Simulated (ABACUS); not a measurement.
MgO:

```
Mg O
1.0
     0.00000    2.09700    2.09700
     2.09700    0.00000    2.09700
     2.09700    2.09700    0.00000
Mg O
1 1
Cartesian
  0.0000 0.0000 0.0000
  2.0970 2.0970 2.0970
```

The cell is a database's computed one.

```yaml
Program: ABACUS 3.10.1
Task: relaxation of cell and atoms
Functional: HCTH407
Potentials_or_basis: GBRV ultrasoft 1.5 PBE
Cutoff: 544 eV
Density_cutoff: 4354 eV
Basis: plane waves
k_mesh: 9 × 9 × 9
Occupations: fermi-dirac, width 0.05 eV
Spin: no spin polarisation
```

At the start: pressure 9.9 GPa; volume 9.22 Å³/atom.

Question: How do energy, volume and symmetry change on relaxing?

Answer: Over 3 steps the energy falls by 17.7 meV/atom and the volume is 9.82 Å³/atom (+6.5 %); space group Fm-3m (No. 225, to 0.05 Å).

The path:
| step | energy change (eV) | largest force (eV/Å) | pressure (GPa) | volume (Å³) |
| --- | --- | --- | --- | --- |
| 1 | 0.0000 | 0.0000 | 9.88 | 18.44 |
| 2 | -0.0313 | 0.0000 | -2.99 | 20.06 |
| 3 | -0.0354 | 0.0000 | -0.03 | 19.63 |

Final structure:
```
CELL_PARAMETERS angstrom
0.00000 2.14118 2.14118
2.14118 0.00000 2.14118
2.14118 2.14118 0.00000
ATOMIC_POSITIONS crystal
Mg 0.00000 0.00000 0.00000
O 0.50000 0.50000 0.50000
```

Caveat: the potentials were made for another functional, which shifts forces and pressure.
